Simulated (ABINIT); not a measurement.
A run of ABINIT 10.8.3 (patched build):

The input run.abi:

```
# Pseudopotentials
pp_dirpath "./"
pseudos "Cd.upf, Se.upf"

# Structure
acell 4.3420191692 4.3420191692 4.3420191692 Angstrom
rprim
     0.0000000000     0.7071067812     0.7071067812
     0.7071067812     0.0000000000     0.7071067812
     0.7071067812     0.7071067812     0.0000000000
ntypat 2
znucl 48 34
natom 2
typat 1 2
xred
     0.0000000000     0.0000000000     0.0000000000
     0.2500000000     0.2500000000     0.2500000000

# Plane-wave basis
ecut 47.0

# k points
kptopt 1
ngkpt 6 6 6
nshiftk 1
shiftk 0.0 0.0 0.0

# Exchange and correlation
ixc -116133

# Bands and occupations
nband 22
occopt 3
tsmear 0.05 eV

# SCF cycle
nstep 100
tolvrs 1.0e-10

# Output
iomode 3
prtwf 0
prtden 0
prteig 0
prtebands 0
enunit 1
```

Potentials or basis: PseudoDojo NC SR PBEsol v0.4.1 standard.

The run is started by

```bash
$ mpirun --bind-to none -np 4 abinit run.abi > log 2>&1
```

Hardware: 4 MPI ranks on Intel(R) Xeon(R) 6975P-C (Granite Rapids) (shared host).

How long does it take, and how much memory?

Run time: 23 s on 4 MPI ranks on Intel(R) Xeon(R) 6975P-C (Granite Rapids) (shared host), peak memory 0.4 GiB a rank. Counts: scf iterations 16, mpi ranks 4, k points 16, bands 22, plane waves 6046.
